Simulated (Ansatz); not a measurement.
Theory: DFT PBE, scalar-relativistic, plane waves, PAW (Ansatz). Settings: cutoff 420 eV, Γ-centred meshes spaced at most about 0.3 Å⁻¹, and about 0.25 Å⁻¹ or finer for metals (2π included), Gaussian smearing. No spin polarisation.

Temperature and zero-point effects are left out.

Two forms of BiTe4 were relaxed alike.

A.

Space group I4/mmm (No. 139). a = 6.135 Å, b = 6.135 Å, c = 9.388 Å, α = 90.00°, β = 90.00°, γ = 90.00°
```tsv
atom	site	symmetry	x	y	z
Bi	2a	4/mmm	0.0000	0.0000	0.0000
Te	4e	4mm	0.0000	0.0000	0.3427
Te	4c	mmm.	0.0000	0.5000	0.0000
```

B.

Space group Cmmm (No. 65). a = 8.155 Å, b = 9.441 Å, c = 4.536 Å, α = 90.00°, β = 90.00°, γ = 90.00°
| atom | site | symmetry | x | y | z |
| --- | --- | --- | --- | --- | --- |
| Bi | 2a | mmm | 0.0000 | 0.0000 | 0.0000 |
| Te | 4h | 2mm | 0.7281 | 0.0000 | 0.5000 |
| Te | 4i | m2m | 0.5000 | 0.8371 | 0.0000 |

Question: Which form is favoured at zero pressure, and by what margin per atom?

Answer: A is lower, by 28 meV/atom. A has space group I4/mmm (No. 139), 35.3 Å³/atom and no gap on its mesh; B has space group Cmmm (No. 65), 34.9 Å³/atom and no gap. Counting Te atoms around Bi (those within 1.25 times the shortest such distance or 1.15 times the sum of covalent radii), A and B both have Bi 6. A holds Te–Te pairs (shortest 2.95 Å); in B the shortest Te–Te distance is 3.08 Å, near bonding range too. Even the lower one lies +0.20 eV/atom against the reference forms of the elements (uncorrected), so neither is stable at this level. Both come from invented guesses.

For metals, differences of a few meV/atom aren't resolved. Spin–orbit coupling, which can matter for Bi and Te, is left out. In I4/mmm, Cmmm an odd number of electrons in the primitive cell allows no gap without spin; a larger cell or a magnetic state could open one. Cells relaxed within their symmetry can be saddle points.
